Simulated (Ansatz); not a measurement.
**Br_C in SiC (F-43m): charge-transition levels and formation energies**

Wanted: the transition levels of a substitutional impurity in SiC (F-43m), from a cell of 54 host atoms with 1 C taken out and 1 Br put in.

Main program and level: Ansatz 0.2.0; place-levels on r2SCAN runs: charge-transition levels and formation energies with image-charge correction and potential alignment at the atomic sites; PAW set soft_1.

**Measured values to reproduce.**

For SiC, cubic 3C zincblende (literature value), “Insight into the structural, elastic and electronic properties of a new orthorhombic 6O-SiC polytype” (2020, pmc:7200658) quotes earlier work: band gap (indirect gap) 2.4 eV [literature value; measurement temperature and method not stated].

### Step 1. The structure

The cell holds 54 atoms: 27 Si, 26 C and 1 Br. Its edges and angles: a = 9.242 Å, b = 9.242 Å, c = 9.242 Å, α = 60.0°, β = 60.0°, γ = 60.0°. It derives from SiC (space group F-43m). Nearest the centre at fractional (0.417, 0.417, 0.417): Br28 at 0.00 Å, Si29 at 1.89 Å, Si33 at 1.89 Å, Si45 at 1.89 Å, Si27 at 1.89 Å, C46 at 3.08 Å, C34 at 3.08 Å, C16 at 3.08 Å.

As a file:

```xyz
54
Lattice="0.0000 6.5349 6.5349 6.5349 0.0000 6.5349 6.5349 6.5349 0.0000" Properties=species:S:1:pos:R:3 pbc="T T T"
Si    0.0000    0.0000    0.0000
C     1.0891    1.0891    1.0891
Si    2.1783    2.1783    0.0000
C     3.2674    3.2674    1.0891
Si    4.3566    4.3566    0.0000
C     5.4457    5.4457    1.0891
Si    2.1783    0.0000    2.1783
C     3.2674    1.0891    3.2674
Si    4.3566    2.1783    2.1783
C     5.4457    3.2674    3.2674
Si    6.5349    4.3566    2.1783
C     7.6240    5.4457    3.2674
Si    4.3566    0.0000    4.3566
C     5.4457    1.0891    5.4457
Si    6.5349    2.1783    4.3566
C     7.6240    3.2674    5.4457
Si    8.7132    4.3566    4.3566
C     9.8023    5.4457    5.4457
Si    0.0000    2.1783    2.1783
C     1.0891    3.2674    3.2674
Si    2.1783    4.3566    2.1783
C     3.2674    5.4457    3.2674
Si    4.3566    6.5349    2.1783
C     5.4457    7.6240    3.2674
Si    2.1783    2.1783    4.3566
C     3.2674    3.2674    5.4457
Si    4.3566    4.3566    4.3566
Br    5.4457    5.4457    5.4457
Si    6.5349    6.5349    4.3566
C     7.6240    7.6240    5.4457
Si    4.3566    2.1783    6.5349
C     5.4457    3.2674    7.6240
Si    6.5349    4.3566    6.5349
C     7.6240    5.4457    7.6240
Si    8.7132    6.5349    6.5349
C     9.8023    7.6240    7.6240
Si    0.0000    4.3566    4.3566
C     1.0891    5.4457    5.4457
Si    2.1783    6.5349    4.3566
C     3.2674    7.6240    5.4457
Si    4.3566    8.7132    4.3566
C     5.4457    9.8023    5.4457
Si    2.1783    4.3566    6.5349
C     3.2674    5.4457    7.6240
Si    4.3566    6.5349    6.5349
C     5.4457    7.6240    7.6240
Si    6.5349    8.7132    6.5349
C     7.6240    9.8023    7.6240
Si    4.3566    4.3566    8.7132
C     5.4457    5.4457    9.8023
Si    6.5349    6.5349    8.7132
C     7.6240    7.6240    9.8023
Si    8.7132    8.7132    8.7132
C     9.8023    9.8023    9.8023
```

Screening for the image-charge correction: ε∞ = 7.06, ε0 = 10.43, computed on the host (DFPT, PBEsol, on the r2SCAN cell), and a cell off the functional's own equilibrium shifts the ionic part.

The cell's shortest repeat is 9.2 Å.

### Step 2. The runs of each charge state

Levels follow from differences of total energies between charge states, each relaxed by itself.

Random displacements of about 0.05 Å break the site symmetry at the start, so that the relaxation can reach a distorted minimum if there is one. Forces are taken on a 2×2×2 shifted mesh. The cell holds 1 electron more than the neutral one, with a uniform background that keeps it neutral on the whole.

The sampling was tested on the host first: at the k-points planned (1x1x1 shifted 0.25 0.25 0.25) its energy lies 0.119 eV an atom from the dense-mesh value, so the final energies take a denser sampling.

One state's input; the others differ in charge, spin, start and seed, and in occupations where the table says so.

Input file qm1.relax/input.yaml:

```yaml
crystal:
  lattice:
    - [0.0, 2.17829624, 2.17829624]
    - [2.17829624, 0.0, 2.17829624]
    - [2.17829624, 2.17829624, 0.0]
  atoms:
    - { symbol: Si, position: [0.0, 0.0, 0.0] }
    - { symbol: C, position: [0.25, 0.25, 0.25] }
  supercell: [3, 3, 3]
  defects: [{ substitution: { at: 27, symbol: Br } }]
total_charge: -1
basis:
  ecutwfc: 500
  xc_grid: 2
hamiltonian:
  xc: r2scan
  pseudopotentials: { kind: paw, azcp: { folder: soft_1 } }
kpoints:
  mp_grid: { grid: [2, 2, 2], shift: [0.5, 0.5, 0.5] }
scf:
  occupations: { method: fixed }
  max_iter: 60
output:
  forces: true
  charged_corrections: { epsilon: 7.06, static_epsilon: 10.43 }
relax:
  f_tol: 0.02
  max_steps: 80
  random_displacement: { amplitude: 0.05, seed: 7292 }
checkpoint:
  write: "../qm1.relax.run"
  compress: false
  write_wavefunctions: true
  write_every: 100000
```

On the command line:

```console
ansatz run input.yaml --threads 4 --pin off --max-ram 7536MiB --backend cpu --events-out ev --progress --plain --runs-dir out
```

The run of this state that the levels use, under r2SCAN:

Input file qm1.point/input.yaml:

```yaml
crystal:
  checkpoint: "../qm1.relax.run"
  host: checkpoint
total_charge: -1
basis:
  ecutwfc: 500
  xc_grid: 2
hamiltonian:
  xc: r2scan
  pseudopotentials: { kind: paw, azcp: { folder: soft_1 } }
kpoints:
  mp_grid: { grid: [2, 2, 2], shift: [0.5, 0.5, 0.5] }
scf:
  occupations: { method: fixed }
  max_iter: 60
output:
  forces: true
  eigenvalues: true
  charged_corrections:
    epsilon: 7.06
    static_epsilon: 10.43
    defect_position: [0.416667, 0.416667, 0.416667]
  eigenstates: { localisation: true }
  populations: true
  band_densities: [{ bands: [v1, v1] }, { bands: [c1, c1] }]
  write_density: true
  write_potential: true
  volumetric_format: npy
checkpoint:
  read: "../qm1.relax.run"
  write: "../qm1.point.run"
  compress: false
  write_wavefunctions: false
  write_every: 100000
```

Relaxations under r2SCAN at a 2×2×2 shifted mesh; times on 4 threads of Intel Xeon Platinum 8375C at 2.90GHz (Ice Lake), shared host:

```
charge  moment (μB)  occupations    outcome  steps  largest displacement against the far atoms (Å)     time
    −1            0        fixed  converged     13                                            0.70  2.4 min
     0            1        fixed  converged     13                                            0.61  7.5 min
    +1            0        fixed  converged      8                                            0.47    2 min
    +2            1        fixed  converged     10                                            0.44  5.1 min
    −1            2        fixed  converged     19                                            0.59  9.8 min
    +1            2        fixed  converged      9                                            0.58  4.5 min
```

Single points under r2SCAN at a 2×2×2 shifted mesh; times on 4 threads of Intel Xeon Platinum 8375C at 2.90GHz (Ice Lake), shared host:

```csv
charge,moment (μB),occupations,outcome,time
−1,0,fixed,converged,13 s
0,1,fixed,converged,32 s
+1,0,fixed,converged,13 s
+2,1,fixed,converged,29 s
−1,2,fixed,converged,28 s
+1,2,fixed,converged,28 s
```

Distances (Å) from Br28 to the nearest atoms after relaxation with r2SCAN:

| charge | moment (μB) | 1. | 2. | 3. | 4. | 5. | 6. |
| --- | --- | --- | --- | --- | --- | --- | --- |
| −1 | 0 | Si 2.28 | Si 2.28 | Si 2.52 | Si 2.55 | C 3.06 | C 3.06 |
| −1 | 2 | Si 2.29 | Si 2.45 | Si 2.45 | Si 2.45 | C 3.07 | C 3.07 |
| 0 | 1 | Si 2.30 | Si 2.30 | Si 2.44 | Si 2.46 | C 3.07 | C 3.07 |
| +1 | 0 | Si 2.33 | Si 2.33 | Si 2.34 | Si 2.35 | C 3.10 | C 3.10 |
| +1 | 2 | Si 2.29 | Si 2.29 | Si 2.42 | Si 2.43 | C 3.07 | C 3.07 |
| +2 | 1 | Si 2.32 | Si 2.32 | Si 2.32 | Si 2.32 | C 3.10 | C 3.10 |

### Step 3. place-levels, r2SCAN

A charged cell interacts with its images and the background, and its potential has another zero than the host's. place-levels removes the first by a point-charge model, screened by the static dielectric constant since the ions have relaxed around the charge, and the second by comparing potentials at atoms far from the defect.

The host is a run of the defect-free crystal in the same cutoffs, grids and k-points, so that basis and sampling errors cancel in part in the differences. The host is run in a cell of 2 atoms on a matching mesh. Its band edges are searched through the zone by a band path, so the gap is smaller than, or equal to, that on the mesh. Chemical potentials are energies per atom of C (diamond) and Br (solid Br2 (Cmce)), run with the same functional and cutoff. Carbon is taken as diamond, which semilocal functionals can put about 0.1 eV an atom over graphite.

Input file levels.point.yaml:

```yaml
host:
  run: host.point.run
states: [qm1.point.run, q0_M1.point.run, qp1.point.run, qp2_M1.point.run, qm1_M2.point.run, qp1_M2.point.run]
geometry_from:
  qm1.point.run: qm1.relax.run
  q0_M1.point.run: q0_M1.relax.run
  qp1.point.run: qp1.relax.run
  qp2_M1.point.run: qp2_M1.relax.run
  qm1_M2.point.run: qm1_M2.relax.run
  qp1_M2.point.run: qp1_M2.relax.run
  host.point.run: host.relax.run
chemical_potentials:
  C:
    energy: -251.553391
    dataset: "<sha256 of the dataset>"
  Br:
    energy: -2792.869391
    dataset: "<sha256 of the dataset>"
epsilon: 7.06
static_epsilon: 10.43
vertical:
  - { from: qm1.point.run, to: qm1.point_neutral.run }
  - { from: qp1.point.run, to: qp1.point_neutral.run }
  - { from: qp2_M1.point.run, to: qp2_M1.point_neutral.run }
  - { from: qm1_M2.point.run, to: qm1_M2.point_neutral.run }
  - { from: qp1_M2.point.run, to: qp1_M2.point_neutral.run }
```

On the command line:

```console
ansatz place-levels levels.point.yaml -- --threads 4 --pin off --max-ram 7536MiB
```

Numbers of over 12 decimals in the logs are rounded to 6 here.

Output:

```text
[... repeated set-up lines and file paths are left out, and long positions are rounded to six places ...]
(+2/+1) 1.202 eV above the valence edge, 0.508 eV under the conduction edge
(+1/0) 1.985 eV above the valence edge (+2.105 eV without the band-filling correction), in the conduction band; not on the lower envelope
(0/-1) 1.942 eV above the valence edge (+2.505 eV without the band-filling correction), in the conduction band; not on the lower envelope
(+1/-1) 1.963 eV above the valence edge (+2.305 eV without the band-filling correction), in the conduction band: charges between them are lowest nowhere
formation energy of charge +2: +4.343 eV with the Fermi level at the valence edge
formation energy of charge +1: +5.545 eV with the Fermi level at the valence edge
formation energy of charge 0: +7.529 eV with the Fermi level at the valence edge
formation energy of charge -1: +9.471 eV with the Fermi level at the valence edge
vertical -1 to 0: no energy, since no alignment is typed
  the change from vertical[0].from (qm1.point.run) to vertical[0].to (qm1.point_neutral.run): by its potential at epsilon 7.06 it stands at 0.268 0.130 0.269, with an rms radius of about 3.1 Å (1.5 2.2 1.5 Å across the planes of the cell's vectors); [...]
vertical +1 to 0: no energy, since no alignment is typed
  the change from vertical[1].from (qp1.point.run) to vertical[1].to (qp1.point_neutral.run): by its potential at epsilon 7.06 it stands at 0.285 0.269 0.259, with an rms radius of about 3.0 Å (1.7 1.7 1.8 Å across the planes of the cell's vectors); [...]
vertical +2 to 0: no energy, since no alignment is typed
[...]
of states[0] (qm1.point.run): it parts from the run at its places by a charge that spreads by about 2.2 Å along one vector (1.3 Å or more is wide), by its potential at epsilon 7.06, taken for that of held ions (one typed too small widens it), where the cell [...]
  of states[5] (qp1_M2.point.run): it parts from the run at its places by a charge that spreads by about 2.4 Å along one vector (1.3 Å or more is wide), by its potential at epsilon 7.06, taken for that of held ions (one typed too small widens it), where the [...]
  of states[4] (qm1_M2.point.run): it parts from the run at its places by a charge that spreads by about 2.1 Å along one vector (1.3 Å or more is wide), by its potential at epsilon 7.06, taken for that of held ions (one typed too small widens it), where the [...]
  of vertical[0].from (qm1.point.run): it parts from the run at its places by a charge that spreads by about 2.2 Å along one vector (1.3 Å or more is wide), by its potential at epsilon 7.06, taken for that of held ions (one typed too small widens it), where [...]
  of vertical[0].to (qm1.point_neutral.run): stability_check_not_made
  of vertical[1].from (qp1.point.run): it parts from the run at its places by a charge that spreads by about 1.8 Å along one vector (1.3 Å or more is wide), by its potential at epsilon 7.06, taken for that of held ions (one typed too small widens it), where [...]
  of vertical[1].to (qp1.point_neutral.run): band_overlap_at_count; stability_check_not_made
  of vertical[2].from (qp2_M1.point.run): stability_check_not_made; [...]
  of vertical[2].to (qp2_M1.point_neutral.run): band_overlap_at_count; stability_check_not_made
  of vertical[3].from (qm1_M2.point.run): stability_check_not_made; [...]
  of vertical[3].to (qm1_M2.point_neutral.run): band_overlap_at_count; stability_check_not_made
  of vertical[4].from (qp1_M2.point.run): its moments are held at its close (magnetization.spin_locking), by a field of 0.114 eV a Bohr magneton, and its energy and levels are of the state that this holds: a run that lets them go can end lower; [...]
  of vertical[4].to (qp1_M2.point_neutral.run): stability_check_not_made
```

It took 0.58 s on 4 threads of Intel Xeon Platinum 8375C at 2.90GHz (Ice Lake), shared host.

Levels between the charges placed, in eV above the valence top:

```csv
,gap (eV),(+2/+1),(+1/0),(0/−1)
r2SCAN,1.71,1.20,1.98,1.94
```

Corrections by state:

| charge | moment (μB) | image terms and alignment (eV) | band filling (eV) | ε used | over the lowest of its charge, as the program ranks them, band filling apart (eV) |
| --- | --- | --- | --- | --- | --- |
| +2 | 1.0 | 1.492 | - | 10.43 | 0.000 |
| +1 | 0.0 | 0.556 | - | 10.43 | 0.000 |
| 0 | 1.0 | 0.000 | -0.120 | - | 0.000 |
| −1 | 0.0 | -0.201 | -0.684 | 10.43 | 0.000 |
| +1 | 2.0 | 0.558 | - | 10.43 | 0.468 |
| −1 | 2.0 | -0.188 | - | 10.43 | 0.117 |

The charged structures listed were also run neutral, and place-levels reads from each pair, by the potential or the spins, how wide the charge is by which they differ; that can be the carrier of either run.

```csv
charge,rms radius (Å),spread where it is widest against the cell (Å),wide from (Å),reading
+2,3.5,2.02,1.31,wide
+1,3.0,1.81,1.31,wide
−1,3.1,2.20,1.31,wide
```

The neutral runs of these pairs need not share the spin of the lowest neutral state, and very wide values only mean spread over the cell.

From the program's caveats on the states, each cut to its opening words:

- charge +2 (1 μB): it parts from the run at its places by a charge that spreads by about 2 Å along one vector (1.3 Å or more is wide), by its potential at epsilon 7.06, taken for [...]
- charge +2 (1 μB): its alignment with the host at atomic sites is doubtful: the mean over the far sites moves by -0.2017 eV from their farther parts to their nearer, more than [...]
- charge +2 (1 μB), 0 (1 μB), +1 (2 μB), −1 (2 μB): flagged: stability check not made
- charge +1: it parts from the run at its places by a charge that spreads by about 1.8 Å along one vector (1.3 Å or more is wide), by its potential at epsilon 7.06, taken [...]
- charge +1: its alignment with the host at atomic sites is doubtful: the mean over the far sites moves by -0.1701 eV from their farther parts to their nearer, more than [...]
- charge 0 (1 μB): a band-filling correction moves a carrier to the host's band edge, which changes its energy by -0.120 eV
- charge 0 (1 μB): its alignment with the host at atomic sites is doubtful: the mean over the far sites moves by -0.0693 eV from their farther parts to their nearer, more than [...]
- charge −1: it parts from the run at its places by a charge that spreads by about 2.2 Å along one vector (1.3 Å or more is wide), by its potential at epsilon 7.06, taken [...]
- charge −1: a band-filling correction moves a carrier to the host's band edge, which changes its energy by -0.684 eV
- charge +1 (2 μB): it parts from the run at its places by a charge that spreads by about 2.4 Å along one vector (1.3 Å or more is wide), by its potential at epsilon 7.06, taken [...]
- charge +1 (2 μB): its alignment with the host at atomic sites is doubtful: the mean over the far sites moves by -0.0943 eV from their farther parts to their nearer, more than [...]
- charge +1 (2 μB): its moments are held at its close (magnetization.spin_locking), by a field of 0.114 eV a Bohr magneton, and its energy and levels are of the state that this [...]
- charge −1 (2 μB): it parts from the run at its places by a charge that spreads by about 2.1 Å along one vector (1.3 Å or more is wide), by its potential at epsilon 7.06, taken [...]

Chemical potentials of the elements' reference phases, run alike. Formation energies (elemental references), with the Fermi level at the valence top and at the conduction bottom (gap 1.71 eV):

```
charge  at valence top (eV)  at conduction bottom (eV)  correction included (eV)
    +2                 4.34                       7.76                      1.49
    +1                 5.54                       7.25                      0.56
     0                 7.53                       7.53                     -0.12
    −1                 9.47                       7.76                     -0.88
```

```csv
Fermi level (eV),lowest formation energy (eV)
0.00,4.34
0.16,4.65
0.31,4.96
0.47,5.27
0.62,5.59
0.78,5.90
0.93,6.21
1.09,6.52
1.24,6.79
1.40,6.94
1.55,7.10
1.71,7.25
```

### Step 4. What came out

```
gap of the host                                                             : 1.71 eV (r2SCAN)
level (plus 2/plus 1)                                                       : 1.20 eV above the valence top
level (plus 1/0)                                                            : 1.98 eV above the valence top, past the conduction bottom, not a change between lowest states (2.11 eV above the valence top without the band-filling term)
level (0/minus 1)                                                           : 1.94 eV above the valence top, past the conduction bottom, not a change between lowest states (2.51 eV above the valence top without the band-filling term)
lowest of the charges placed, just above the valence top (0.02 eV)          : +2
lowest of the charges placed, just below the conduction bottom (0.02 eV)    : +1
lowest formation energy at mid-gap of the charges run, elemental references : 6.05 eV
```

What this shows: Of the charges placed (−1, 0, +1 and +2), the lowest changes at 1.20 eV (+2/+1) above the valence top, in a gap of 1.71 eV. (+2/+1) lies nearer to a band edge than the share of the finite-size correction in it (0.94 eV), and that correction holds for a localised charge alone. Charges above +2 were not placed, so these runs say nothing of levels that involve them. States placed: +2 at 1 μB; +1 at 0 μB and 2 μB; 0 at 1 μB; −1 at 0 μB and 2 μB. Other spin states or structures, where not listed, weren't placed. The program finds carriers beyond a band edge of the host and adds a band-filling term at charge −1 (-0.68 eV) and 0 (-0.12 eV); steps to such a charge show no bound level, and a defect level inside a band would be read the same way. Br is taken at its element; compounds, which aren't counted here, bound the chemical potentials and would shift these formation energies. The program doubts the alignment of potentials for at least one state, a sign that the cell is small. Keep in mind: r2SCAN makes the gap too small and tends to spread out bound carriers.

Computed beside measured:

| quantity | measured | r2SCAN |
| --- | --- | --- |
| band gap (least gap of the host) (eV) | 2.4 | 1.71 (-0.69 eV) |

Measured values from pmc:7200658 (2020).

Verdict: The band gap is off by -0.69 eV: a clear miss. Local and semilocal functionals usually give gaps below the measured ones. Zero-point and thermal motion shift the measured gap.

[Logs are printed without paths, hosts, clocks, repeated set-up lines and the standing remarks that a program may print on its own settings, such as how far it seeks lower states.]

[Hosts, paths, dates, database ids (printed as entryN), source tags and the programs' standing remarks are cut or masked in the printed files.]

[Where a table of states has a column of steps, it counts the stored structures, which are thinned; the runs took as many ionic steps or more.]

[A defect's name tells the site on which it was built; relaxed atoms can leave that site.]

[For some hosts the program warned that the k-mesh of the response run may be too coarse for force constants and the static dielectric constant; such warnings are not shown here.]
